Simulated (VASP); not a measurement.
Write the native input for VASP 6.6.1 that does the following.

| Item | Value |
| --- | --- |
| Task | single point |
| Functional | LDA |
| Potentials or basis | VASP PAW LDA potentials, release 64 (F) |
| Cutoff | 520 eV |
| k mesh | 5 × 5 × 5 |
| Occupations | fermi-dirac, width 0.3 eV |
| Spin | no spin polarisation |
| Dipole correction | no |
| Further INCAR settings | ALGO = Fast; EDIFF = 1e-06; NBANDS = 18 |

The structure of F lies in POSCAR:

```
F
1.0
    4.5087880000      0.0000000000      0.0000000000
    0.0000000000      4.5087880000      0.0000000000
    0.0000000000      0.0000000000      4.5087880000
F
3
Direct
    0.0000000000      0.5000000000      0.5000000000
    0.5000000000      0.5000000000      0.0000000000
    0.5000000000      0.0000000000      0.5000000000
```

These files were run (other wordings do the same):

INCAR

```
SYSTEM = F
PREC = Accurate
ENCUT = 520
EDIFF = 1E-6
ISMEAR = -1
SIGMA = 0.3
LREAL = .FALSE.
LASPH = .TRUE.
NELM = 100
ALGO = Fast
ISIF = 2
LWAVE = .FALSE.
LCHARG = .TRUE.
GGA = CA
LELF = .TRUE.
LVHAR = .TRUE.
NBANDS = 18
```

KPOINTS

```
Automatic mesh
0
G
  5 5 5
  0 0 0
```

Potentials or basis: VASP PAW LDA potentials, release 64 (F).

The run is started by

```console
$ cat potpaw_LDA.64/F/POTCAR > POTCAR
$ mpirun -np 1 vasp_std > vasp.out
```

It gave:

```
Pressure               : -2.0 GPa
Band gap on the k mesh : none (metal or under the smearing width)
```

Caveat: an odd number of electrons without spin polarisation forces a metal; a magnetic or distorted state may lie lower.

Wall time 9 s on 1 thread of Intel(R) Xeon(R) Platinum 8559C (Emerald Rapids) (shared host), peak memory 0.15 GiB.
